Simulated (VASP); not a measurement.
BaTe: single point with HSE06

Crystal: BaTe.

```
Ba Te
1.0
     0.04521    3.57760    3.57760
     3.57760    0.04521    3.57760
     3.57760    3.57760    0.04521
Ba Te
1 1
Direct
  0.00000 0.00000 0.00000
  0.50000 0.50000 0.50000
```

The cell was built by a generator and needn't be a form met in nature.

The cell isn't the ideal one: shear_111 strain +1.9%.

```
Program                            : VASP 6.6.1
Task                               : single point
Functional                         : HSE06
Potentials or basis                : VASP PAW PBE potentials, release 64 (Ba_sv, Te)
Cutoff                             : 520 eV
k mesh                             : 4 × 4 × 4
Occupations                        : gaussian, width 0.01 eV
Spin                               : no spin polarisation
Dipole correction                  : no
Exchange at q = 0                  : truncated
Grid for exact exchange (PRECFOCK) : Normal
Screening parameter                : 0.2079 1/A
Further INCAR settings             : ALGO = Normal; EDIFF = 1e-06; NBANDS = 15
```

The pressure is -0.6 GPa. The band gap on the k mesh is 2.31 eV, indirect (least direct gap 2.73 eV).

Stress tensor (GPa, compression positive):
```
-0.57 -0.16 -0.16
-0.16 -0.57 -0.16
-0.16 -0.16 -0.57
```

Levels at points of the mesh, in eV from the valence-band top:
```
           k point  band 6  band 7  band 8  band 9  band 10  band 11
(0.00, 0.00, 0.00)   -0.07    0.00    0.00    3.42     3.71     3.81
(0.50, 0.00, 0.00)   -2.29   -1.17   -1.09    4.81     5.56     5.81
(0.50, 0.50, 0.00)   -1.26   -0.48   -0.42    2.31     5.26     5.26
(0.50, 0.50, 0.50)   -2.30   -1.06   -1.06    4.85     5.57     5.75
```

Wall time 11 min on 1 thread of Intel(R) Xeon(R) 6975P-C (Granite Rapids) (shared host), peak memory 0.35 GiB.

Caveat: the PAW data sets were made with another functional, which shifts forces and pressure a little; spin-orbit coupling is left out, which moves the levels of the heavy elements. A k mesh can miss the band edges.
